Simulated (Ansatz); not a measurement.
# Computed energy against volume: GeO2 (alpha-quartz type, space group P3_121)

GeO2 (alpha-quartz type, space group P3_121)

```xyz
9
Lattice="5.0935 0.0000 0.0000 -2.5467 4.4111 0.0000 0.0000 0.0000 5.7677" Properties=species:S:1:pos:R:3 pbc="T T T"
Ge     2.3209     0.0000     4.8065
Ge    -1.1604     2.0099     0.9613
Ge     1.3863     2.4012     2.8839
O      1.2648     1.3152     4.2789
O      3.3221     0.4378     0.4337
O      3.0533     2.6581     2.3563
O     -1.2819     3.0959     5.3341
O      0.5066     1.7530     1.4889
O      0.7753     3.9733     3.4115
```

This relaxed cell (volume V₀) is scaled evenly in all directions, its shape held. The atoms relax within the cell's symmetry.

Calculation: PBE (plane waves to 420 eV, PAW, scalar-relativistic; Ansatz, an electronic-structure program). k mesh 8×8×6 (Γ-centred), Fermi-Dirac smearing 0.05 eV. The energy includes the smearing's −TS. Stress and pressure are positive under compression. With the shape held, the modulus is that of even scaling; a crystal free to change shape is softer. GeO2 was relaxed with its symmetry unable to fall. ΔE is measured from the relaxed starting cell.

```tsv
V (Å³/cell)	ΔE (kJ/mol of atoms)	P (GPa)
108.85	5.60	9.3
113.00	3.38	6.8
117.15	1.80	4.7
121.30	0.75	2.9
125.44	0.18	1.3
129.59	0.00	0.0
133.74	0.16	-1.2
137.88	0.64	-2.2
142.03	1.37	-3.1
146.18	2.35	-3.9
150.32	3.55	-4.7
```

Summary:

The pressure at the smallest volume is 9.3 GPa and the energy cost of the largest compression is 58.0 meV/atom. The energy cost of the largest expansion is 36.8 meV/atom and the bulk modulus at fixed cell shape B₀ (third-order Birch-Murnaghan fit) comes out as 39.6 GPa. The pressure derivative B₀′ (fit) is 3.3, the equilibrium volume of the fit is 14.40 Å³/atom and the pressure for 5 % compression (fit) is 2.2 GPa.

(Under strain, the slope of the energy per volume gives the stress and its curvature an elastic modulus.)
